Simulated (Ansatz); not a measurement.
## Cu: relaxation of cell and atoms with PBEsol+D4

Cu:

```
Cu
1.0
    -1.44279    1.44279    1.37608
     1.44279   -1.44279    1.37608
     1.44279    1.44279   -1.37608
Cu
1
Direct
  0.00000 0.00000 0.00000
```

This isn't the form of Cu at room conditions, which is fcc.

| Item | Value |
| --- | --- |
| Program | Ansatz 0.2.0 |
| Task | relaxation of cell and atoms |
| Functional | PBEsol |
| Dispersion | D4 |
| Potentials or basis | Ansatz PAW |
| Cutoff | 420 eV (not typed: the program's choice for these potentials) |
| k mesh | 13 × 13 × 13 |
| Occupations | fermi-dirac, width 0.05 eV |
| Spin | no spin polarisation |

```json
{"Relaxed volume": "11.07 Å³/atom", "Relaxed cell": "a = 2.433 Å, b = 2.433 Å, c = 2.433 Å, α = 108.43°, β = 108.43°, γ = 111.57°", "Space group after relaxing (to 0.05 Å)": "I4/mmm (No. 139)", "Energy gained by relaxing": "6.8 meV/atom", "Ionic steps": "7", "Pressure after relaxing": "0.0 GPa", "Band gap on the k mesh": "none (metal or under the smearing width)"}
```

Step by step:
| step | energy change (eV) | largest force (eV/Å) | volume (Å³) |
| --- | --- | --- | --- |
| 1 | 0.0000 | 0.0000 | 11.46 |
| 2 | -0.0052 | 0.0000 | 11.27 |
| 3 | -0.0071 | 0.0000 | 11.06 |
| 4 | -0.0071 | 0.0000 | 11.08 |
| 5 | -0.0071 | 0.0000 | 11.08 |
| 6 | -0.0072 | 0.0000 | 11.07 |
| 7 | -0.0068 | 0.0000 | 11.07 |

Final structure:
```
Cu
1.0
    -1.42260    1.42260    1.36809
     1.42260   -1.42260    1.36809
     1.42260    1.42260   -1.36809
Cu
1
Direct
  0.00000 0.00000 0.00000
```

Levels at points of the mesh, in eV from the Fermi level:
| k point | band 7 | band 8 | band 9 | band 10 | band 11 | band 12 | band 13 | band 14 |
| --- | --- | --- | --- | --- | --- | --- | --- | --- |
| (0.00, 0.00, 0.00) | -3.18 | -3.18 | -2.20 | -2.02 | 25.34 | 25.34 | 26.36 | 29.43 |

It took 8.9 s on 2 threads of Arm Neoverse V2, on a shared host, peak memory 0.3 GiB.

Caveat: the plane-wave basis is chosen anew once the cell has moved, so the energies of steps on either side of that aren't comparable; pairwise dispersion overbinds metals, which lowers pressure and volume; the PAW data sets come from PBE, with cores solved anew for the run's functional, which leaves a small shift of forces and pressure.
